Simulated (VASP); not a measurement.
A run of VASP 6.6.1 is set up as follows.

Contents of run.py:

```python
from ase import Atoms
from ase.calculators.vasp import Vasp
from ase.dft.bandgap import bandgap

atoms = Atoms(
    ['I'],
    cell=[[-2.0893754423, 2.0893754423, 2.0893754423], [2.0893754423, -2.0893754423, 2.0893754423], [2.0893754423, 2.0893754423, -2.0893754423]],
    scaled_positions=[[0.0, 0.0, 0.0]],
    pbc=True,
)
calc = Vasp(
    directory='calc',
    xc='pbe',
    pp='PBE',
    setups='recommended',
    prec='Accurate',
    encut=520,
    ediff=1e-06,
    ismear=0,
    sigma=0.02,
    lreal=False,
    lasph=True,
    nelm=80,
    algo='Normal',
    isif=2,
    lwave=False,
    lcharg=True,
    lelf=True,
    lvhar=True,
    kpts=[9, 9, 9],
    gamma=True,
    nbands=10,
)
atoms.calc = calc

print('energy (eV):', atoms.get_potential_energy())
print('free energy (eV):', atoms.get_potential_energy(force_consistent=True))
print('forces (eV/A):')
print(atoms.get_forces())
print('stress (eV/A^3, Voigt):', atoms.get_stress())
print('Fermi level (eV):', calc.get_fermi_level())
gap, top, bottom = bandgap(calc)
print('band gap (eV):', gap, 'from (spin, k, band)', top, 'to', bottom)
```

Potentials or basis: VASP PAW PBE potentials, release 64 (I).

Launch:

```bash
$ python run.py
```

Q: Estimate the band gap on the k mesh.

A: None (metal or under the smearing width).

Q: What does it give for the pressure?

A: -0.2 GPa.

Caveat: an odd number of electrons without spin polarisation forces a metal; a magnetic or distorted state may lie lower. The run has no spin-orbit coupling, so splittings on I are missing.
